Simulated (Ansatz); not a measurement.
Relaxation of a periodic cell of 23 atoms, Zr₇O₁₆ (host ZrO2, host structure Fm-3m, one Zr atom removed), to a largest force component of 0.03 eV/Å in at most 60 steps.

Computed with DFT PBE-D3(BJ), scalar-relativistic, plane waves, PAW (Ansatz). Settings: PAW set soft_1, cutoff 420 eV, k mesh 3x3x3, fermi-dirac smearing 0.02 eV, no spin polarisation.

```xyz
23
Lattice="0.0000 5.0650 5.0650 5.0650 0.0000 5.0650 5.0650 5.0650 0.0000" Properties=species:S:1:pos:R:3
Zr 0.008 0.026 0.038
O 1.258 1.224 1.246
O 3.804 3.770 3.801
Zr 2.525 2.507 0.025
O 3.762 3.815 1.232
O 6.352 6.298 3.768
Zr 2.516 0.055 2.587
O 3.820 1.287 3.816
O 6.288 3.753 6.324
Zr 5.050 2.517 2.511
O 6.289 3.822 3.823
O 8.786 6.313 6.341
O 1.263 3.791 3.777
O 3.841 6.354 6.376
Zr 2.587 5.053 2.511
O 3.811 6.304 3.803
O 6.365 8.921 6.289
Zr 2.507 2.554 5.027
O 3.798 3.795 6.295
O 6.305 6.295 8.882
Zr 5.120 4.999 5.006
O 6.282 6.321 6.378
O 8.844 8.826 8.871
```

Where does it end, and by what steps?

The forces met the threshold. The force dipped under the threshold on the way, but the program's further checks kept it going. Limits of this set-up: coarse k mesh, no spin, though dangling bonds at a vacancy may carry it, a small cell, in which the defect meets its images, a typed lattice constant that wasn't relaxed here. After 4 steps the energy has fallen by 0.725 eV; O9 moved furthest, 0.15 Å.

```csv
step,energy less start (eV),largest force component (eV/Å),accepted
0,0.0000,1.205,yes
1,-0.5832,0.539,yes
2,-0.7186,0.126,yes
3,-0.7250,0.007,yes
4,-0.7250,0.007,yes
```

```xyz
23
Lattice="0.0000 5.0650 5.0650 5.0650 0.0000 5.0650 5.0650 5.0650 0.0000" Properties=species:S:1:pos:R:3
Zr -0.005 -0.007 -0.002
O 1.320 1.198 1.204
O 3.810 3.773 3.779
Zr 2.527 2.525 -0.002
O 3.811 3.776 1.281
O 6.386 6.265 3.856
Zr 2.527 -0.007 2.531
O 3.811 1.275 3.781
O 6.386 3.850 6.270
Zr 5.060 2.526 2.531
O 6.308 3.775 3.780
O 8.799 6.266 6.271
O 1.321 3.852 3.858
O 3.810 6.342 6.347
Zr 2.527 5.058 2.531
O 3.734 6.264 3.857
O 6.309 8.838 6.347
Zr 2.527 2.525 5.063
O 3.735 3.851 6.270
O 6.309 6.342 8.844
Zr 5.060 5.058 5.063
O 6.309 6.340 6.346
O 8.798 8.915 8.921
```

Whether the end is a true minimum wasn't checked by a vibrational analysis.

Time of the run: 41 s on 4 threads of Intel(R) Xeon(R) Platinum 8259CL CPU @ 2.50GHz (Skylake/Cascade Lake) (shared host), peak memory 1 GiB.
